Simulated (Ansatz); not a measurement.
# H-type MoTe2 bilayer (3R stacking) in a perpendicular field, part 2 of 4

What dipole does a perpendicular field induce in the H-type MoTe2 bilayer (3R stacking), and does the gap follow? A positive field points along +c.

Ansatz 0.2.0; plane-wave DFT, r2SCAN-D4, Ansatz PAW (the session's first sound run).

So far. Step 2 (Relaxation): The lattice constant a goes from 3.550 to 3.548 Å.

### 3. Atoms held, field 0

A sawtooth potential applies the field, turning back in the middle of the vacuum. With the dipole correction the typed value is the field outside the slab. The induced dipole is small, so the SCF threshold is tight.

The cell differs from the one that the last finished run ended in (c 52.648 → 28.749 Å).

input.yaml

```yaml
crystal:
  lattice:
    - [3.5476124168, 0.0, 0.0]
    - [-1.7738062084, 3.0723224757, 0.0]
    - [0.0, 0.0, 28.7494211329]
  atoms:
    - { symbol: Te, position: [0.3333333333, 0.6666666667, 0.3130497814] }
    - { symbol: Mo, position: [0.0, 0.0, 0.3753804162] }
    - { symbol: Te, position: [0.3333333333, 0.6666666667, 0.4376696271] }
    - { symbol: Te, position: [0.6666666667, 0.3333333333, 0.5623218876] }
    - { symbol: Mo, position: [0.3333333333, 0.6666666667, 0.6246663856] }
    - { symbol: Te, position: [0.6666666667, 0.3333333333, 0.6869502186] }
kpoints:
  mp_grid: { grid: [18, 18, 1] }
  band_path:
    path: [[0, 0, 0], [0.5, 0, 0], [0.33333333, 0.33333333, 0], [0, 0, 0]]
    npoints: 16
hamiltonian:
  xc: r2scan
  dispersion: d4
scf:
  occupations: { method: fermi_dirac, width: 0.02585 }
  convergence: { dr2_threshold: 1.0e-10 }
efield:
  axis: 3
  dipole_correction: true
  ramp_position: 0.97
  ramp_width: 0.06
  amplitude: 0
output:
  dos: { projected: true, e_range: [-6, 5] }
  bader: true
  write_potential: true
  write_density: true
  volumetric_format: npy
  elf: true
```

Launch:

```console
ansatz run input.yaml --threads 4 --pin off --max-ram 12288MiB --backend cpu --events-out ev --progress --plain --runs-dir out
```

Numbers of over 12 decimals in the logs are rounded to 6 here.

What it wrote:

```text
[...]
Crystal: 6 atoms, lattice volume = 313.352 Å³
Basis set: ecut = 500 eV, 8037 PW (Γ), exchange–correlation on 108×108×864 points (64 copies of the dense FFT grid, shifted against one another)
Bands: 56, of which v1, the nominal top of the filled ones, is band 46 counted from 1 (45 counted from 0)
Symmetry: 6 space group operations
[...]
k-points: 37 of 324 (time reversal used)
[...]
SCF iter   1: F=—  HF=-37917.083827 eV  |F-HF|=—  |Δ(HF+E_count)|=         —  Δρ=5.56e-3  dr2=2.19e-1  dr2_τ=3.78e-2  ethr=1.77e-3  p=0.002 e·Å  D=1.05e-3 V/Å  ΔV_dip=-0.03 eV  dr2_dipole=1.81e-10  V_vac-E_F(+/−)=4.28/4.31 eV  ⟨swp⟩=12.0  Hψ=9642  notcnv=0  defer=12
efield: sawtooth ramp at fractional position 0.9700 (set: `efield.ramp_position`, or a place that a band, a saddle search or an elastic batch's reference lends), width 0.0600; the density the first Hamiltonian is built on has a dipole p = 0.002 e·Å; the dipole correction subtracts the counter field D = 1.05e-3 V/Å, which shifts the + side's vacuum level by -0.03 eV against the − side's; the planar-averaged density in the ramp window peaks in size at 1.5e-5 e/Å³
[...]
SCF iter   2: F=—  HF=-37917.144926 eV  |F-HF|=—  |Δ(HF+E_count)|=   6.11e-2  Δρ=4.13e-3  dr2=1.47e-1  dr2_τ=1.47e-2  ethr=2.38e-4  p=0.002 e·Å  D=9.71e-4 V/Å  ΔV_dip=-0.03 eV  dr2_dipole=2.42e-5  V_vac-E_F(+/−)=4.68/4.71 eV  ⟨swp⟩=3.0  Hψ=3469  notcnv=0  defer=114
[...]
SCF iter  14: F=-37917.140526 eV  HF=-37917.140526 eV  |F-HF|=3.64e-11  |Δ(HF+E_count)|=  8.00e-11  Δρ=6.83e-8  dr2=6.14e-11  dr2_τ=2.94e-12  ethr=1.00e-12  p=0.003 e·Å  D=1.76e-3 V/Å  ΔV_dip=-0.05 eV  dr2_dipole=4.94e-13  V_vac-E_F(+/−)=4.43/4.48 eV  ⟨swp⟩=3.2  Hψ=4219  notcnv=0
SCF 1 converged in 14 iterations: F = -37917.140526 eV  dr2 = 6.14e-11
[...]
NSCF: frozen V_eff on 49 k-points
efield: sawtooth ramp at fractional position 0.9700 (kept from the solve that this one continues, or follows in the run), width 0.0600; the density the first Hamiltonian is built on has a dipole p = 0.003 e·Å; the dipole correction subtracts the counter field D = 1.76e-3 V/Å, which shifts the + side's vacuum level by -0.05 eV against the − side's; the planar-averaged density in the ramp window peaks in size at 1.4e-6 e/Å³
[...]
SCF converged after 14 iterations
Free energy (F): -37917.140526 eV
[...]
Internal energy: -37917.140526 eV  (E = F + TS)
E sigma→0 (E₀):  -37917.140526 eV
Fermi energy:    3.795541 eV
Dipole field:    D = 0.001756 V/Å  (p = 0.003041 e·Å, saw-weighted, corrected)
Work function:   Φ+ = 4.4301 eV   Φ− = 4.4806 eV
Levels:          The Fermi level and band energies are counted from a zero that moves with the ramp; work functions are not
[...]
--- Band table (eV; the first three rows and the last of 37) ---
  k-point 0: bands = [... 42 lower, 2.2323, 2.2323, 2.6326, 3.2220, 6.3490, 6.3490, 6.4345, 6.4345, ... 6 higher]
  k-point 1: bands = [... 42 lower, 2.2163, 2.3551, 2.6407, 3.2098, 6.1760, 6.2571, 6.3797, 6.4358, ... 6 higher]
  k-point 2: bands = [... 42 lower, 2.2030, 2.4790, 2.6441, 3.1411, 5.8205, 5.8634, 5.9029, 6.0019, ... 6 higher]
  k-point 36: bands = [... 42 lower, 1.2916, 1.3678, 3.1794, 3.2359, 4.3359, 4.3784, 5.2049, 5.2416, ... 6 higher]
--- Bader charges: 6 sites ---
  site symbol  charge [e]  shift [e]
     0     Te     -0.3429     0.0003
     1     Mo      0.6844     0.0006
     2     Te     -0.3421     0.0003
     3     Te     -0.3405     0.0003
     4     Mo      0.6832     0.0006
     5     Te     -0.3422     0.0003
  estimated error of the sums over rays = 6.4e-4 e
```

Elapsed: 80 s, on 4 threads of Arm Neoverse V1, shared host; peak memory 1.8 GiB; 5.3 min of CPU time.

In the SCF lines HF is the Harris–Foulkes energy and dr2 the Hartree energy of the density residual, in eV; the loop may stop once dr2 is under the threshold and the program's other checks hold. Hψ counts applications of the Hamiltonian.

Numbers from this step:

```yaml
gap_on_the_k_mesh: 1.100 eV
dipole_along_the_normal: 0.003041 e·Å
gap_along_the_path: 1.100 eV
smallest_direct_gap_along_the_path: 1.100 eV
step_between_the_vacuum_levels: -0.05049 eV
ionisation_energy_upper_face: 4.990 eV
electron_affinity_upper_face: 3.890 eV
ionisation_energy_lower_face: 5.040 eV
gap_the_smaller_of_path_and_mesh: 1.100 eV
```

Running mean over a fixed 2.5 Å (it still follows the layers) of the planar mean; the ramp of the sawtooth is left out. Electron's electrostatic potential energy less the Fermi level against z:

| z (Å) | electron's electrostatic potential energy less the Fermi level (eV) |
| --- | --- |
| 3.5 | 4.48 |
| 4.0 | 4.48 |
| 4.5 | 4.48 |
| 5.0 | 4.48 |
| 5.5 | 4.46 |
| 6.0 | 4.41 |
| 6.5 | 4.19 |
| 7.0 | 3.30 |
| 7.5 | 1.85 |
| 8.0 | 0.855 |
| 8.5 | -0.800 |
| 9.0 | -2.72 |
| 9.5 | -5.23 |
| 10.0 | -7.22 |
| 10.5 | -8.43 |
| 11.0 | -8.54 |
| 11.5 | -7.49 |
| 12.0 | -5.63 |
| 12.5 | -3.12 |
| 13.0 | -1.14 |
| 13.5 | 0.461 |
| 14.0 | 0.929 |
| 14.5 | 0.852 |
| 15.0 | 0.835 |
| 15.5 | -0.301 |
| 16.0 | -2.08 |
| 16.5 | -4.45 |
| 17.0 | -6.69 |
| 17.5 | -8.17 |
| 18.0 | -8.70 |
| 18.5 | -7.99 |
| 19.0 | -6.37 |
| 19.5 | -4.01 |
| 20.0 | -1.76 |
| 20.5 | 0.0603 |
| 21.0 | 1.31 |
| 21.5 | 2.48 |
| 22.0 | 3.84 |
| 22.5 | 4.29 |
| 23.0 | 4.40 |
| 23.5 | 4.42 |
| 24.0 | 4.43 |
| 24.5 | 4.43 |
| 25.0 | 4.43 |
| 25.5 | 4.43 |

The density of states has structure finer than the step of the table below, so its rows give means over 0.25 eV, whole bins alone (the curve runs from -6 to 2.52 eV). Peaks (eV: height): -5.260: 12.1, -5.170: 10.4, -4.150: 10.2, -4.040: 12.2, -2.200: 13.4, -1.150: 14.0, 1.250: 15.5.

Density of states against energy, zero at the Fermi level of the run, which the smearing sets inside the gap; means over each step:

| energy (eV) | density of states (states/eV a cell) |
| --- | --- |
| -5.75 | 2.66 |
| -5.50 | 4.53 |
| -5.25 | 8.19 |
| -5.00 | 3.94 |
| -4.75 | 2.30 |
| -4.50 | 1.70 |
| -4.25 | 6.29 |
| -4.00 | 7.73 |
| -3.75 | 3.60 |
| -3.50 | 6.12 |
| -3.25 | 5.66 |
| -3.00 | 5.24 |
| -2.75 | 3.45 |
| -2.50 | 5.17 |
| -2.25 | 8.63 |
| -2.00 | 7.53 |
| -1.75 | 5.78 |
| -1.50 | 4.31 |
| -1.25 | 7.71 |
| -1.00 | 6.04 |
| -0.75 | 3.23 |
| -0.50 | 0.308 |
| -0.25 | 0 |
| 0.00 | 0 |
| 0.25 | 0 |
| 0.50 | 0.196 |
| 0.75 | 4.70 |
| 1.00 | 7.21 |
| 1.25 | 9.51 |
| 1.50 | 6.15 |
| 1.75 | 6.44 |
| 2.00 | 5.70 |
| 2.25 | 3.25 |

Projected DOS per atom over height of the atomic layer and energy from the Fermi level. Layers: Te Mo Te Te Mo Te from below.

Ten even steps from '_' (0.00 states/eV) to '@' (3.03 states/eV), each cell a mean:
```
............
::++::::==::
::++..::++::
::@@....@@..
__**....##..
____________
____________
____________
__==..__--__
::**::::**::
::--::..--::
--==----==--
--==--==++==
..::....::..
::==::::==::
------::--::
--::::::::--
::::----::--
..____..__..
--::::::::::
--::----::--
............
```
Columns: height of the atomic layer (Å) from 9 to 19.7 (not evenly spaced); rows upwards: energy from the Fermi level (eV) from -5.96 to 2.5.

Electronic bands along the path, in eV, zero at the Fermi level of the run, which the smearing sets inside the gap:

| point | band 43 | band 44 | band 45 | band 46 | band 47 | band 48 | band 49 | band 50 |
| --- | --- | --- | --- | --- | --- | --- | --- | --- |
| Γ | -1.56 | -1.56 | -1.16 | -0.57 | 2.55 | 2.55 | 2.64 | 2.64 |
| halfway | -1.74 | -1.62 | -1.43 | -1.28 | 0.97 | 1.24 | 1.60 | 1.72 |
| M | -1.42 | -1.32 | -1.09 | -0.98 | 0.87 | 0.92 | 1.22 | 1.32 |
| halfway | -2.42 | -2.25 | -0.84 | -0.78 | 0.84 | 0.89 | 1.47 | 1.58 |
| K | -2.50 | -2.43 | -0.62 | -0.56 | 0.54 | 0.58 | 1.41 | 1.45 |
| halfway | -1.63 | -1.40 | -1.23 | -1.19 | 0.75 | 0.99 | 1.33 | 1.37 |
| Γ | -1.56 | -1.56 | -1.16 | -0.57 | 2.55 | 2.55 | 2.64 | 2.64 |

Electrostatic potential energy in the ca plane at fractional y = 0.667, with atoms of Te and Mo within 0.2 Å of it. With pseudopotentials it is smooth inside the atoms' cores, unlike the true potential.

Ten even steps from '0' (-17 eV) to '9' (13 eV), each cell a mean:
```
88888888888888887776666533566667778776423566
88888888888888888777776433467777788776422467
88888888888888887765566544566556778776544566
88888888888888887520015666652002577877666652
88888888888888876227831566622772267887777510
88888888888888876169980577507997167887777500
88888888888888876149970577515995167887777510
88888888888888877412303666630330477877776630
88888888888888887653346655664334678877655654
```
Columns run along c (16.0 Å, from fractional 0.07 to 0.62 of the cell; values clipped at the 3rd and 97th percentile), rows up along a (3.5 Å). Atoms in or near the plane, at fractional coordinates: Te at (0.31, 0.33), Te at (0.44, 0.33).

ELF in the ca plane at fractional y = 0.667, with atoms of Te and Mo within 0.2 Å of it. It is the smooth field of the valence electrons, not physical close to the nuclei.

Ten even steps from '0' (0.00) to '9' (0.86), each cell a mean:
```
00000000000000001234442122124443200268766664
00000000000000000112331122112321000268755664
00000000000000124566664222246666520157766653
00000000000002578875566422466556872014566533
00000000000025899852135532553124795001234337
00000000000136899730014422441002696100012258
00000000000136899730024532542003796100123248
00000000000014689864346522565346883002345435
00000000000001257776666322366667741036666642
```
Columns run along c (16.0 Å, from fractional 0.07 to 0.62 of the cell), rows up along a (3.5 Å). Atoms in or near the plane, at fractional coordinates: Te at (0.31, 0.33), Te at (0.44, 0.33).

Valence density in the ca plane at fractional y = 0.667, with atoms of Te and Mo within 0.2 Å of it. It is the smooth field of the valence electrons, not physical close to the nuclei.

Ten steps, logarithmic in the rise over the least value, from '0' (0 e/Å³) to '9' (15 e/Å³), each cell a mean:
```
00000000000000000011112222221111000011233221
00000000000000000011111233211111000011233221
00000000000000000112222222222221100001222222
00000000000000001234432222223443210001122223
00000000000000001357863211235775310000111246
00000000000000012479984211247997421000011257
00000000000000002369974211237997321000011247
00000000000000001245643211234664210000112235
00000000000000000122322222222332100001222222
```
Columns run along c (16.0 Å, from fractional 0.07 to 0.62 of the cell), rows up along a (3.5 Å). Atoms in or near the plane, at fractional coordinates: Te at (0.31, 0.33), Te at (0.44, 0.33).

The gap is 1.10 eV, with the valence edge 4.99 eV and the conduction edge 3.89 eV under the upper vacuum level. Spin-orbit coupling, left out in this run, matters for the bands of elements this heavy.

### 4. Single point, field 0.05 V/Å

input.yaml, as its differences from that of step 3:

```diff
@@ -28,6 +28,4 @@
   ramp_width: 0.06
-  amplitude: 0
+  amplitude: 0.05
 output:
-  dos: { projected: true, e_range: [-6, 5] }
-  bader: true
   write_potential: true
@@ -35,2 +33 @@
   volumetric_format: npy
-  elf: true
```

What it wrote:

```text
[...]
Crystal: 6 atoms, lattice volume = 313.352 Å³
Basis set: ecut = 500 eV, 8037 PW (Γ), exchange–correlation on 108×108×864 points (64 copies of the dense FFT grid, shifted against one another)
Bands: 56, of which v1, the nominal top of the filled ones, is band 46 counted from 1 (45 counted from 0)
Symmetry: 6 space group operations
[...]
k-point 0: bands = [... 42 lower, 2.2130, 2.2130, 2.6333, 3.2211, 6.3543, 6.3543, 6.4297, 6.4297, ... 6 higher]
  k-point 1: bands = [... 42 lower, 2.2189, 2.3522, 2.6412, 3.2088, 6.1818, 6.2519, 6.3837, 6.4422, ... 6 higher]
  k-point 2: bands = [... 42 lower, 2.2041, 2.4786, 2.6438, 3.1401, 5.8263, 5.8705, 5.8933, 5.9981, ... 6 higher]
  k-point 36: bands = [... 42 lower, 1.3139, 1.3460, 3.2014, 3.2139, 4.3564, 4.3578, 5.2231, 5.2268, ... 6 higher]
[key lines of the parts left out:]
SCF converged after 15 iterations
Free energy (F): -37917.141619 eV
Fermi energy:    3.796399 eV
Dipole field:    D = 0.023495 V/Å  (p = 0.040686 e·Å, saw-weighted, corrected)
```

Wall time 72 s (4 threads); peak memory 1.7 GiB; 4.7 min of CPU time.

The dipole is 0.0407 e·Å, 0.0376 e·Å from its value without field, and the gap 1.135 eV.

### 5. Atoms held, field -0.05 V/Å

input.yaml, as its differences from that of step 4:

```diff
@@ -28,3 +28,3 @@
   ramp_width: 0.06
-  amplitude: 0.05
+  amplitude: -0.05
 output:
```

What it wrote:

```text
[...]
Crystal: 6 atoms, lattice volume = 313.352 Å³
Basis set: ecut = 500 eV, 8037 PW (Γ), exchange–correlation on 108×108×864 points (64 copies of the dense FFT grid, shifted against one another)
Bands: 56, of which v1, the nominal top of the filled ones, is band 46 counted from 1 (45 counted from 0)
Symmetry: 6 space group operations
[...]
k-point 0: bands = [... 42 lower, 2.2541, 2.2541, 2.6314, 3.2239, 6.3351, 6.3351, 6.4466, 6.4466, ... 6 higher]
  k-point 1: bands = [... 42 lower, 2.2093, 2.3604, 2.6411, 3.2116, 6.1613, 6.2695, 6.3684, 6.4204, ... 6 higher]
  k-point 2: bands = [... 42 lower, 2.1998, 2.4757, 2.6487, 3.1430, 5.8039, 5.8522, 5.9206, 6.0115, ... 6 higher]
  k-point 36: bands = [... 42 lower, 1.2691, 1.3895, 3.1572, 3.2577, 4.3137, 4.4002, 5.1828, 5.2594, ... 6 higher]
[key lines of the parts left out:]
SCF converged after 15 iterations
Free energy (F): -37917.141315 eV
Fermi energy:    3.792512 eV
Dipole field:    D = -0.019980 V/Å  (p = -0.034599 e·Å, saw-weighted, corrected)
```

The job ended after 72 s (4 threads; peak memory 1.7 GiB).

The dipole is -0.0346 e·Å, -0.0376 e·Å from its value without field, and the gap 1.056 eV.

### 6. Single point, field 0.1 V/Å

input.yaml, as its differences from that of step 5:

```diff
@@ -26,5 +26,5 @@
   dipole_correction: true
-  ramp_position: 0.97
-  ramp_width: 0.06
-  amplitude: -0.05
+  ramp_position: 0.968
+  ramp_width: 0.064
+  amplitude: 0.1
 output:
```

What it wrote:

```text
[...]
Crystal: 6 atoms, lattice volume = 313.352 Å³
Basis set: ecut = 500 eV, 8037 PW (Γ), exchange–correlation on 108×108×864 points (64 copies of the dense FFT grid, shifted against one another)
Bands: 56, of which v1, the nominal top of the filled ones, is band 46 counted from 1 (45 counted from 0)
Symmetry: 6 space group operations
[...]
k-point 0: bands = [... 42 lower, 2.2290, 2.2290, 2.6335, 3.2212, 6.3481, 6.3481, 6.4355, 6.4355, ... 6 higher]
  k-point 1: bands = [... 42 lower, 2.2168, 2.3524, 2.6424, 3.2088, 6.1753, 6.2578, 6.3788, 6.4326, ... 6 higher]
  k-point 2: bands = [... 42 lower, 2.2033, 2.4746, 2.6478, 3.1400, 5.8173, 5.8672, 5.9010, 6.0012, ... 6 higher]
  k-point 36: bands = [... 42 lower, 1.3241, 1.3360, 3.1916, 3.2231, 4.3341, 4.3794, 5.2041, 5.2485, ... 6 higher]
[key lines of the parts left out:]
SCF converged after 15 iterations
Free energy (F): -37917.144595 eV
Fermi energy:    3.792725 eV
Dipole field:    D = 0.045233 V/Å  (p = 0.078330 e·Å, saw-weighted, corrected)
```

Run time: 72 s. Hardware: 4 threads; peak memory 1.7 GiB; 4.7 min of CPU time.

The dipole is 0.0783 e·Å, 0.0753 e·Å from its value without field, and the gap 1.111 eV.

### 7. Atoms held, field 0.2 V/Å

input.yaml, as its differences from that of step 6:

```diff
@@ -28,3 +28,3 @@
   ramp_width: 0.064
-  amplitude: 0.1
+  amplitude: 0.2
 output:
```

What it wrote:

```text
[...]
Crystal: 6 atoms, lattice volume = 313.352 Å³
Basis set: ecut = 500 eV, 8037 PW (Γ), exchange–correlation on 108×108×864 points (64 copies of the dense FFT grid, shifted against one another)
Bands: 56, of which v1, the nominal top of the filled ones, is band 46 counted from 1 (45 counted from 0)
Symmetry: 6 space group operations
[...]
k-point 0: bands = [... 42 lower, 2.2713, 2.2713, 2.6328, 3.2242, 6.3153, 6.3153, 6.4643, 6.4643, ... 6 higher]
  k-point 1: bands = [... 42 lower, 2.2099, 2.3605, 2.6473, 3.2115, 6.1410, 6.2862, 6.3507, 6.3958, ... 6 higher]
  k-point 2: bands = [... 42 lower, 2.1955, 2.4585, 2.6661, 3.1421, 5.7763, 5.8435, 5.9370, 6.0240, ... 6 higher]
  k-point 36: bands = [... 42 lower, 1.2803, 1.3797, 3.1466, 3.2657, 4.2890, 4.4220, 5.1643, 5.2911, ... 6 higher]
[key lines of the parts left out:]
SCF converged after 16 iterations
Free energy (F): -37917.156194 eV
Fermi energy:    3.783351 eV
Dipole field:    D = 0.088735 V/Å  (p = 0.153662 e·Å, saw-weighted, corrected)
```

Elapsed: 76 s, on 4 threads; peak memory 1.8 GiB.

The dipole is 0.154 e·Å, 0.151 e·Å from its value without field, and the gap 1.023 eV.

### 8. Atoms held, field 0.3 V/Å

input.yaml, as its differences from that of step 7:

```diff
@@ -26,6 +26,8 @@
   dipole_correction: true
-  ramp_position: 0.968
-  ramp_width: 0.064
-  amplitude: 0.2
+  ramp_position: 0.9655
+  ramp_width: 0.069
+  amplitude: 0.3
 output:
+  dos: { projected: true, e_range: [-6, 5] }
+  bader: true
   write_potential: true
@@ -33 +35,2 @@
   volumetric_format: npy
+  elf: true
```

What it wrote:

```text
[...]
Crystal: 6 atoms, lattice volume = 313.352 Å³
Basis set: ecut = 500 eV, 8037 PW (Γ), exchange–correlation on 108×108×864 points (64 copies of the dense FFT grid, shifted against one another)
Bands: 56, of which v1, the nominal top of the filled ones, is band 46 counted from 1 (45 counted from 0)
Symmetry: 6 space group operations
[...]
k-point 36: bands = [... 42 lower, 1.2364, 1.4225, 3.1010, 3.3072, 4.2433, 4.4634, 5.1229, 5.3325, ... 6 higher]
--- Bader charges: 6 sites ---
  site symbol  charge [e]  shift [e]
     0     Te     -0.3616     0.0003
     1     Mo      0.6841     0.0006
     2     Te     -0.3313     0.0003
     3     Te     -0.3510     0.0003
     4     Mo      0.6832     0.0006
     5     Te     -0.3233     0.0003
  estimated error of the sums over rays = 7.2e-4 e
[key lines of the parts left out:]
SCF converged after 22 iterations
Free energy (F): -37917.175329 eV
Fermi energy:    3.778190 eV
Dipole field:    D = 0.132263 V/Å  (p = 0.229039 e·Å, saw-weighted, corrected)
```

The job ended after 97 s (4 threads; peak memory 1.8 GiB).

The dipole is 0.229 e·Å, 0.226 e·Å from its value without field, and the gap 0.936 eV.

[end of part 2 of 4]

[Logs are printed without paths, hosts, clocks, repeated set-up lines and the standing remarks that a program may print on its own settings, such as how far it seeks lower states.]

[Hosts, paths, dates, database ids (printed as entryN), source tags and the programs' standing remarks are cut or masked in the printed files.]

[Maps of the electrostatic potential energy from Ansatz leave out the sawtooth potential of an applied field or a dipole correction, so their vacuum need not be flat; planar profiles and work functions include it.]

[The density of states shown here was stored with 400 of the rows of the run's finer table, so its peaks can read low, often by over a quarter, or be missed, and its means over a window can be off by a tenth or more.]
